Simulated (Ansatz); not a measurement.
## GeSe at a changed volume — Ge-73 NMR of the central transition

Cell: an entry of the Crystallography Open Database (COD), relaxed with PBE at fixed cell and then changed (volume scaled by 0.96, ions relaxed).

```cif
data_GeSe
_symmetry_space_group_name_H-M 'Pnma'
_symmetry_Int_Tables_number 62
_cell_length_a 10.6738
_cell_length_b 3.7980
_cell_length_c 4.3405
_cell_angle_alpha 90.000
_cell_angle_beta 90.000
_cell_angle_gamma 90.000
loop_
_atom_site_label
_atom_site_type_symbol
_atom_site_symmetry_multiplicity
_atom_site_Wyckoff_symbol
_atom_site_fract_x
_atom_site_fract_y
_atom_site_fract_z
Ge Ge 4 c 0.1171 0.2500 0.1120
Se Se 4 c 0.8552 0.2500 0.4920
```

One atom of each set is listed.

The numbers come from a DFT calculation in Ansatz (PBE, plane waves and PAW, scalar-relativistic, 420 eV cutoff, Γ-centred 4×11×10 k-points, Fermi–Dirac smearing 0.02 eV).

Ge-73 has I = 9/2 and Q = -196.0 mb (Pyykkö 2018); at 28.2 T its Larmor frequency is ν₀ = 42.0 MHz. Only the quadrupole interaction is simulated: positions count from each site's isotropic chemical shift, and shift anisotropy, dipolar and J coupling are left out.

Q: Simulate the second-order pattern (static powder, Gaussian broadening 6 kHz) of site Ge (3 Se at 2.58 Å; also 3 Se at 3.25 Å).

A: The calculation gives C_Q = 28.5 MHz and η = 0.35, so ν_Q = 1.19 MHz and the centre of gravity lies at -663 ppm (-27.9 kHz).

| offset (kHz) | height |
| --- | --- |
| -130.6 | 0 |
| -121.8 | 16 |
| -112.9 | 45 |
| -104.1 | 49 |
| -95.2 | 53 |
| -86.4 | 57 |
| -77.6 | 64 |
| -68.7 | 74 |
| -59.9 | 99 |
| -51.0 | 84 |
| -42.2 | 70 |
| -33.3 | 64 |
| -24.5 | 61 |
| -15.7 | 60 |
| -6.8 | 60 |
| 2.0 | 55 |
| 10.9 | 49 |
| 19.7 | 56 |
| 28.6 | 69 |
| 37.4 | 100 |
| 46.2 | 62 |
| 55.1 | 46 |
| 63.9 | 15 |
| 72.8 | 0 |

At Ge V_zz stands upright on the plane through its three neighbours (within 8°).
